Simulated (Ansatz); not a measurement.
**Ag under changes of volume**

One of the cells (17.806 Å³/atom); the others are scaled copies at fixed shape and fractional positions:

```
Ag
1.0
     2.93000    0.00000    0.00000
    -1.46500    2.53745    0.00000
     0.00000    0.00000    4.79000
Ag
2
Direct
  0.66667 0.33333 0.75000
  0.33333 0.66667 0.25000
```

This isn't the form of Ag at room conditions, which is fcc.

| Quantity | Value |
| --- | --- |
| Program | Ansatz 0.2.0 |
| Functional | r2SCAN |
| Potentials or basis | Ansatz PAW |
| Cutoff | 500 eV (not typed: the program's choice for these potentials) |
| k mesh | 10 × 10 × 6 |
| Occupations | fermi-dirac, width 0.05 eV |
| Spin | no spin polarisation |

| volume (Å³/atom) | energy over the lowest point (meV/atom) | pressure (GPa) |
| --- | --- | --- |
| 16.738 | ? | ? |
| 17.094 | 1.27 | 1.7 |
| 17.450 | 0.00 | -0.5 |
| 17.806 | 3.25 | -2.4 |
| 18.162 | 10.47 | -4.1 |
| 18.518 | 21.13 | -5.5 |
| 18.875 | 34.76 | -6.7 |

**Question.** What does the run at 16.738 Å³/atom give?

**Answer.** Energy over the lowest point 7.73 meV/atom; pressure 4.2 GPa.

Worked out: A Birch-Murnaghan fit of order 3 (a polynomial in V^(-2/3)) to the other rows has its minimum at 17.37 Å³/atom with B0 = V·E''(V) = 103 GPa and B' = 5.9 at fixed shape and positions, which overstates the stiffness. It gives 7.80 meV/atom at 16.738 Å³/atom, against the run's 7.73, and -dE/dV = 4.2 GPa, against 4.2.

Energies are extrapolated to zero smearing.

Caveats: the PAW data sets come from PBE, with cores solved anew for the run's functional, which leaves a small shift of forces and pressure.
